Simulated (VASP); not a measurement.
# NaH (Fm-3m) in VASP: further runs, part 2 of 2

VASP 6.6.1. The steps go on from the part before.

## Step 5: Single point, PBE

INCAR reads:

```
SYSTEM = NaH
PREC = Accurate
ENCUT = 450
EDIFF = 1E-6
ISMEAR = 0
SIGMA = 0.05
LREAL = .False.
LASPH = .True.
NELM = 100
ALGO = Normal
ISIF = 2
LWAVE = .False.
LCHARG = .False.
GGA = PE
NBANDS = 11
ADDGRID = .False.
```

KPOINTS reads:

```
Automatic mesh
0
Gamma
  7 7 7
  0 0 0
```

POSCAR reads:

```
NaH
1.0
    0.0000000000      2.4400000000      2.4400000000
    2.4400000000      0.0000000000      2.4400000000
    2.4400000000      2.4400000000      0.0000000000
Na H
1 1
Direct
   -0.0187210000      0.0228060000      0.0160610000
    0.4668300000      0.5164870000      0.5214060000
```

Potentials or basis: VASP PAW PBE potentials, release 64 (Na_pv, H).

Launch:

```console
> cat potpaw_PBE.64/Na_pv/POTCAR potpaw_PBE.64/H/POTCAR > POTCAR
> mpirun -np 1 vasp_std > vasp.out
```

OUTCAR:

```text
SYSTEM = NaH
   PREC = Accurate
   ENCUT = 450
   EDIFF = 1E-6
   ISMEAR = 0
   LREAL = .False.
   LASPH = .True.
   NELM = 100
   ISIF = 2
   GGA = PE

 Found    172 irreducible k-points:

 Following reciprocal coordinates:
            Coordinates               Weight
  0.000000  0.000000  0.000000      1.000000
  0.142857  0.000000  0.000000      2.000000
  0.000000  0.142857  0.000000      2.000000
  0.000000  0.000000  0.142857      2.000000
  0.142857  0.142857  0.142857      2.000000
  0.285714  0.000000  0.000000      2.000000
   k-points           NKPTS =    172   k-points in BZ     NKDIM =    172   number of bands    NBANDS=     11
   number of dos      NEDOS =    301   number of ions     NIONS =      2
   total plane-waves  NPLWV =  13824
   dimension x,y,z NGX =    24 NGY =   24 NGZ =   24
   dimension x,y,z NGXF=    48 NGYF=   48 NGZF=   48
   ions per type =               1   1
   NGX,Y,Z   is equivalent  to a cutoff of  11.56, 11.56, 11.56 a.u.
   NGXF,Y,Z  is equivalent  to a cutoff of  23.13, 23.13, 23.13 a.u.
 SYSTEM =  NaH
   PREC   = accura    normal or accurate (medium, high low for compatibility)
   ISTART =      0    job   : 0-new  1-cont  2-samecut
   ICHARG =      2    charge: 1-file 2-atom 10-const
   ISPIN  =      1    spin polarized calculation?
   LNONCOLLINEAR =      F non collinear calculations
   LSORBIT =      F    spin-orbit coupling
   LASPH  =      T    aspherical Exc in radial PAW
   ENCUT  =  450.0 eV  33.07 Ry    5.75 a.u.   5.97  5.97  5.97*2*pi/ulx,y,z
   NELM   =    100;   NELMIN=  2; NELMDL= -5     # of ELM steps
   EDIFF  = 0.1E-05   stopping-criterion for ELM
   LREAL  =      F    real-space projection
   EDIFFG = 0.1E-04   stopping-criterion for IOM
   NSW    =      0    number of steps for IOM
   IBRION =     -1    ionic relax: 0-MD 1-quasi-New 2-CG
   NFREE  =      0    steps in history (QN), initial steepest desc. (CG)
   ISIF   =      2    stress and relaxation
   ISYM   =      2    0-nonsym 1-usesym 2-fastsym
   POTIM  = 0.5000    time-step for ionic-motion
   TEBEG  =    0.0;   TEEND  =   0.0 temperature during run
   PSTRESS=    0.0 pullay stress
   NELECT =       8.0000    total number of electrons
   NUPDOWN=      -1.0000    fix difference up-down
   EMIN   =  10.00;   EMAX   =-10.00  energy-range for DOS
   EFERMI =   0.00;   METHOD = LEGACY
   ISMEAR =     0;   SIGMA  =   0.05  broadening in eV -4-tet -1-fermi 0-gaus
   EFERMI_NEDOS =   21; number of points for ismear=-14 and -15
   IALGO  =     38    algorithm
   IMIX   =      4    mixing-type and parameters
     AMIX     =   0.40;   BMIX     =  1.00
     AMIX_MAG =   1.60;   BMIX_MAG =  1.00
  volume/ion in A,a.u.               =      14.53        98.03
  Fermi-wavevector in a.u.,A,eV,Ry     =   1.065054  2.012660 15.433636  1.134340
  Thomas-Fermi vector in A             =   2.200593
   LORBIT       =      0    0 simple, 1 ext, 2 COOP (PROOUT), +10 PAW based schemes
   GGA     = PE    functional components
   LHFCALC =     F    Hartree Fock is set to
   AEXX    =    0.0000 exact exchange contribution
   IVDW    =     0    specifies the selected vdW correction
   LEPSILON=     F    determine dielectric tensor
   LRPA    =     F    only Hartree local field effects (RPA)
 non-spin polarized calculation
 Gauss-broadening in eV      SIGMA  =   0.05
  energy-cutoff  :      450.00
  volume of cell :       29.05
 maximum number of plane-waves:       644
   NGX = 11   NGY = 11   NGZ = 11

 number of electron       7.9999993 magnetization

 Free energy of the ion-electron system (eV)
  ---------------------------------------------------
  ext. energy  EPLUGINS =         0.00000000
  ---------------------------------------------------
  free energy    TOTEN  =        -5.08406098 eV

  energy without entropy =       -5.08406098  energy(sigma->0) =       -5.08406098

 E-fermi :  -1.0428     XC(G=0):  -7.6727

 val. band max:       -1.2873530152   @ k =   0.2857  -0.2857  -0.4286
 cond. band min:       2.8900587981   @ k =  -0.4286  -0.4286   0.4286
 fundamental gap:      4.1774118133
 Fermi energy:        -1.0427613232

 k-point     1 :       0.0000    0.0000    0.0000
  band No.  band energies     occupation
      1     -23.3583      2.00000
      2     -23.3582      2.00000
      3     -23.3579      2.00000
      4      -4.7406      2.00000
      5       8.9534      0.00000
      6      14.1644      0.00000
      7      14.1653      0.00000
      8      14.1790      0.00000
      9      14.9723      0.00000
     10      14.9839      0.00000
     11      14.9925      0.00000

 k-point     2 :       0.1429    0.0000    0.0000
  band No.  band energies     occupation
      1     -23.3744      2.00000
      2     -23.3603      2.00000
      3     -23.3599      2.00000
      4      -4.3999      2.00000
      5       7.8529      0.00000
      6      11.2899      0.00000
      7      13.2288      0.00000
      8      13.2339      0.00000
      9      16.0978      0.00000
     10      16.1202      0.00000
     11      16.2926      0.00000

 k-point     3 :       0.0000    0.1429    0.0000
  band No.  band energies     occupation
      1     -23.3742      2.00000
      2     -23.3603      2.00000
      3     -23.3601      2.00000
      4      -4.3999      2.00000
      5       7.8534      0.00000
      6      11.2881      0.00000
      7      13.2290      0.00000
      8      13.2370      0.00000
      9      16.0803      0.00000
     10      16.1201      0.00000
     11      16.3075      0.00000

 k-point     4 :       0.0000    0.0000    0.1429
  band No.  band energies     occupation
      1     -23.3742      2.00000
      2     -23.3603      2.00000
      3     -23.3601      2.00000
      4      -4.3999      2.00000
      5       7.8535      0.00000
      6      11.2880      0.00000
      7      13.2289      0.00000
      8      13.2372      0.00000
      9      16.0792      0.00000
     10      16.1202      0.00000
     11      16.3084      0.00000

 k-point     5 :       0.1429    0.1429    0.1429
  band No.  band energies     occupation
      1     -23.3744      2.00000
      2     -23.3603      2.00000
      3     -23.3599      2.00000
      4      -4.3999      2.00000
      5       7.8529      0.00000
      6      11.2902      0.00000
      7      13.2286      0.00000
      8      13.2335      0.00000
      9      16.1007      0.00000
     10      16.1206      0.00000
     11      16.2897      0.00000

 k-point     6 :       0.2857    0.0000    0.0000
  band No.  band energies     occupation
      1     -23.4103      2.00000
      2     -23.3646      2.00000
      3     -23.3643      2.00000
      4      -3.4520      2.00000
      5       5.1767      0.00000
      6       9.8970      0.00000
      7      12.4301      0.00000
      8      12.4346      0.00000
      9      15.6915      0.00000
     10      15.6931      0.00000
     11      17.4388      0.00000

 [... further k-points ...]

------------------------ aborting loop because EDIFF is reached ----------------------------------------

  FORCE on cell =-STRESS in cart. coord.  units (eV):
  Direction    XX          YY          ZZ          XY          YZ          ZX
  --------------------------------------------------------------------------------------
  -------------------------------------------------------------------------------------
  Total       -0.1635738     -0.1609138     -0.1495686     -0.0000322     -0.0010913     -0.0000313
  in kB       -9.0203800     -8.8736904     -8.2480550     -0.0017746     -0.0601789     -0.0017251
  external PRESSURE =      -8.7140418 kB  Pullay stress =       0.0000000 kB

 VOLUME and BASIS-vectors are now :
 -----------------------------------------------------------------------------
  energy-cutoff  :      450.00
  volume of cell :       29.05
      direct lattice vectors                 reciprocal lattice vectors
     0.000000000  2.440000000  2.440000000    -0.204918033  0.204918033  0.204918033
     2.440000000  0.000000000  2.440000000     0.204918033 -0.204918033  0.204918033
     2.440000000  2.440000000  0.000000000     0.204918033  0.204918033 -0.204918033

 POSITION                                       TOTAL-FORCE (eV/Angst)
 -----------------------------------------------------------------------------------
      0.09484      2.43351      2.44997        -0.001892     -0.017136     -0.039304
      2.53246      2.41130      2.39929         0.001892      0.017136      0.039304
 -----------------------------------------------------------------------------------
    total drift:                               -0.000123     -0.000078      0.000343

  FREE ENERGIE OF THE ION-ELECTRON SYSTEM (eV)
  ---------------------------------------------------
  free  energy   TOTEN  =        -5.0840609773 eV

  energy  without entropy=       -5.0840609773  energy(sigma->0) =       -5.08406098
```

OSZICAR:

```text
N       E                     dE             d eps       ncg     rms          rms(c)
DAV:   1     0.295977773380E+02    0.29598E+02   -0.38553E+03  3811   0.759E+02
DAV:   2    -0.447138408533E+01   -0.34069E+02   -0.33545E+02  3975   0.171E+02
DAV:   3    -0.550180428349E+01   -0.10304E+01   -0.10293E+01  4611   0.288E+01
DAV:   4    -0.550840819839E+01   -0.66039E-02   -0.66034E-02  4337   0.235E+00
DAV:   5    -0.550846876569E+01   -0.60567E-04   -0.60567E-04  4354   0.231E-01    0.316E+00
DAV:   6    -0.516940306997E+01    0.33907E+00   -0.33616E-01  4396   0.271E+00    0.146E+00
DAV:   7    -0.507923869238E+01    0.90164E-01   -0.32471E-01  4282   0.209E+00    0.355E-01
DAV:   8    -0.508414081808E+01   -0.49021E-02   -0.10246E-02  4003   0.940E-01    0.689E-02
DAV:   9    -0.508406805712E+01    0.72761E-04   -0.11755E-03  4450   0.352E-01    0.229E-02
DAV:  10    -0.508405708060E+01    0.10977E-04   -0.62906E-05  4224   0.495E-02    0.454E-03
DAV:  11    -0.508406091452E+01   -0.38339E-05   -0.64201E-06  4240   0.107E-02    0.321E-03
DAV:  12    -0.508406097731E+01   -0.62787E-07   -0.25774E-07  2748   0.347E-03
   1 F= -.50840610E+01 E0= -.50840610E+01  d E =-.733643E-13
```

Run time: 18 s. Hardware: 1 thread of Intel Xeon Platinum 8259CL at 2.50GHz (Skylake/Cascade Lake), shared host; peak memory 0.16 GiB.

These settings aren't checked as converged: the numbers below hold their error.

Results:

```
Free energy            : -5.0841 eV
Pressure               : -0.9 GPa
Largest force          : 0.043 eV/Å
Band gap on the k mesh : 4.18 eV, indirect (least direct gap 4.79 eV)
```

Caveat: an odd mesh through Γ misses points on the zone boundary, where band edges often lie.

## Step 6: The reference run

An earlier run on the cell as given: functional PBE; potentials or basis VASP PAW PBE potentials, release 64 (Na_pv, H); cutoff 520 eV; k mesh 9 × 9 × 9; occupations fermi-dirac, width 0.05 eV; no spin polarisation.

* Pressure: -0.7 GPa
* Band gap on the k mesh: 4.01 eV, indirect (least direct gap 4.70 eV)
